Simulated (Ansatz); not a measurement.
TiAl (Pm-3m), a vibration from a frozen displacement

These are results of DFT PBEsol, scalar-relativistic, plane waves, PAW (Ansatz 0.2.0), not measurements. The runs took a 420 eV cutoff, a Γ-centred 14×14×14 mesh and Gaussian smearing (0.15 eV). No spin polarisation. Energies are free energies at this smearing, counted from the undisturbed cell; pressure is positive in compression.

The undisturbed cell (relaxed at this level; it needn't be the usual structure):

```yaml
crystal:
  lattice:
    - [-3.15647, 3.15647, 3.15647]
    - [3.15647, -3.15647, 3.15647]
    - [3.15647, 3.15647, -3.15647]
  atoms:
    - { symbol: Ti, position: [0.00000, 0.50000, 0.50000] }
    - { symbol: Ti, position: [0.50000, 0.00000, 0.50000] }
    - { symbol: Ti, position: [0.50000, 0.50000, 0.00000] }
    - { symbol: Ti, position: [0.00000, 0.00000, 0.00000] }
    - { symbol: Al, position: [0.50000, 0.50000, 0.50000] }
    - { symbol: Al, position: [0.00000, 0.00000, 0.50000] }
    - { symbol: Al, position: [0.00000, 0.50000, 0.00000] }
    - { symbol: Al, position: [0.50000, 0.00000, 0.00000] }
```

Atom 5 (Al) is moved by x along the Cartesian unit vector (0.577, -0.577, -0.577); the cell and all other atoms stay fixed. The cell's volume is 125.80 Å³; the moved atoms weigh 26.982 u together and the others 272.413 u.

```csv
x (Å),ΔE (meV/cell),total force on the moved atoms along the move (eV/Å),pressure (GPa)
-0.2000,145.74,1.4913,0.4782
-0.1200,51.69,0.8688,0.1776
-0.0400,5.70,0.2853,0.0281
0.0000,0.00,0.0000,0.0095
0.0800,22.87,-0.5738,0.0841
0.1600,92.50,-1.1735,0.3089
```

Task: What frequency belongs to this motion?

Result: The force constant is k = −dF/dx = 7.145 eV/Å², from the parabola through x = -0.0400, 0 and 0.0800. In every cell the moved atoms swing against the rest, so the mass is μ = m₁m₂/(m₁ + m₂) = 24.550 u, and ν̃ = 521.5 cm⁻¹ × √(|k|/μ) = 281 cm⁻¹. The pattern needn't be a normal mode: ν̃² is then a weighted mean of the squared nonzero frequencies at the zone centre of this cell, so it lies between the lowest and the highest of them.

Task: How far does the harmonic law reach?

Result: At x = -0.200 Å, kx²/2 = 142.91 meV against the computed 145.74 meV (+2.0 %): the well is still close to harmonic there.

In a metal these slopes depend on the k mesh and the smearing.

The aluminium atom sits in a single well, and its restoring force grows slightly faster than linearly with displacement. Moving along a body diagonal pushes it towards one titanium neighbour and away from the opposite one. The short-range repulsion on the compressed side rises steeply, which probably accounts for the mild hardening. Because the site is cubic, the harmonic force constant is the same in every direction, and only the anharmonic part can depend on the path.

The pressure rises with displacement of either sign, from 0.0095 to 0.4782 GPa. At fixed volume this means that the force constant increases on compression, so vibration of this kind favours expansion, the normal sign of a Grüneisen response.

The positive curvature does not establish that the CsCl-type structure is dynamically stable. Near-equiatomic TiAl normally adopts the tetragonal L1₀ structure, which is connected to this one by a Bain strain that the fixed cell excludes, and a stiff average over modes can also conceal a soft cooperative shuffle.
